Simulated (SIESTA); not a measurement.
Here is a SIESTA 5.4.2 calculation.

File Hf.fdf:

```
SystemName                      Hf
SystemLabel                     Hf
NumberOfSpecies                 1
NumberOfAtoms                   1
%block ChemicalSpeciesLabel
  1  72 Hf
%endblock ChemicalSpeciesLabel
%include structure.fdf

%block kgrid.MonkhorstPack
   10   0   0  0.0
    0  10   0  0.0
    0   0  10  0.0
%endblock kgrid.MonkhorstPack
XC.Functional                   GGA
XC.Authors                      PBE
PAO.BasisSize                   DZP
PAO.EnergyShift                 0.002 Ry
Mesh.Cutoff                     800 Ry
OccupationFunction              FD
ElectronicTemperature           0.05 eV
MaxSCFIterations                120
SCF.MustConverge                false
SCF.Mixer.Method                Pulay
SCF.Mixer.Weight                0.25
SCF.Mixer.History               8
SCF.DM.Tolerance                5.0e-05
SCF.H.Tolerance                 1.0e-03 eV
WriteForces                     true
Charge.Mulliken                 end
```

Contents of structure.fdf:

```
LatticeConstant                 1.0 Ang
%block LatticeVectors
    -1.7353850000     1.7880950000     1.8403380000
     1.7684040000    -1.7610630000     1.8463250000
     1.7817980000     1.8074760000    -1.8133060000
%endblock LatticeVectors
AtomicCoordinatesFormat         Fractional
%block AtomicCoordinatesAndAtomicSpecies
    -0.0165250000    -0.0068030000    -0.0104090000  1  Hf
%endblock AtomicCoordinatesAndAtomicSpecies
```

Potentials or basis: PseudoDojo 0.4 standard (PBE files), DZP (energy shift 0.002 Ry).

Command:

```bash
$ siesta Hf.fdf > Hf.out 2>&1
```

(1) What does it give for the band gap on the k mesh?

(2) What does it give for the pressure?

Results:

(1) none (metal or under the smearing width).

(2) -5.3 GPa.

Caveat: semicore shells carry a single zeta, which can move pressures by several GPa and volumes by a few percent; the basis of atomic orbitals isn't converged, which shifts pressures, moduli and gaps.
